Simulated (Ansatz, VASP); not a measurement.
**One calculation of MoP, two programs**

```xyz
2
Lattice="3.2443 0.0000 0.0000 -1.6222 2.8097 0.0000 0.0000 0.0000 3.2121" Properties=species:S:1:pos:R:3 pbc="T T T"
Mo    0.0000    0.0000    0.0000
P     0.0000    1.8731    1.6061
```

Change from the starting cell: volume scaled by 1.02.

Alike in both runs: task single point; functional PBE; k mesh 10 × 10 × 8; occupations fermi-dirac, width 0.05 eV; no spin polarisation.

```csv
,VASP,Ansatz
version,VASP 6.6.1,Ansatz 0.2.0
potentials or method,"VASP PAW PBE potentials, release 64 (Mo_sv, P)",Ansatz PAW
plane-wave cutoff (eV),520,420
valence electrons in the cell,19,19
```

|  | VASP | Ansatz | Ansatz less VASP |
| --- | --- | --- | --- |
| gap on the k mesh at the Fermi level (eV) | none | none | - |
| pressure (GPa) | -1.8 | -1.9 | -0.11 |
| largest component of the traceless stress (GPa) | 1.17 | 1.17 | -0.002 |

A gap of «none» marks a metal or a gap that the smearing closes.
